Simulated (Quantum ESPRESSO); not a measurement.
Mg:

```
Mg
1.0
     3.20930    0.00000    0.00000
    -1.60465    2.77934    0.00000
     0.00000    0.00000    5.21030
Mg
2
Direct
  0.66667 0.33333 0.75000
  0.33333 0.66667 0.25000
```

- Program: Quantum ESPRESSO 7.5
- Task: single point
- Functional: PBEsol
- Potentials or basis: GBRV 1.5 PBEsol
- Cutoff: 612 eV
- Density cutoff: 4898 eV
- k mesh: 10 × 10 × 5
- Occupations: fermi-dirac, width 0.05 eV
- Spin: no spin polarisation

On this cell: pressure -1.1 GPa; largest force under 0.003 eV/Å; band gap on the k mesh none (metal or under the smearing width).

The same run follows on a disturbed copy (atoms moved at random, drawn with an rms of 0.05 Å):

```
Mg
1.0
     3.20930    0.00000    0.00000
    -1.60465    2.77934    0.00000
     0.00000    0.00000    5.21030
Mg
2
Direct
  0.67167 0.33858 0.75431
  0.33659 0.68100 0.24316
```

Problem. What does the disturbed cell give?

Solution. The energy (extrapolated to zero smearing) moves by +2.4 meV/atom; pressure -1.1 GPa; largest force 0.152 eV/Å; band gap on the k mesh none (metal or under the smearing width).

Forces on the atoms (eV/Å):
```
Mg  -0.013  0.017 -0.151
Mg   0.013 -0.017  0.151
```

Stress tensor (GPa, compression positive):
```
-1.56  0.05  0.01
 0.05 -1.42 -0.02
 0.01 -0.02 -0.29
```
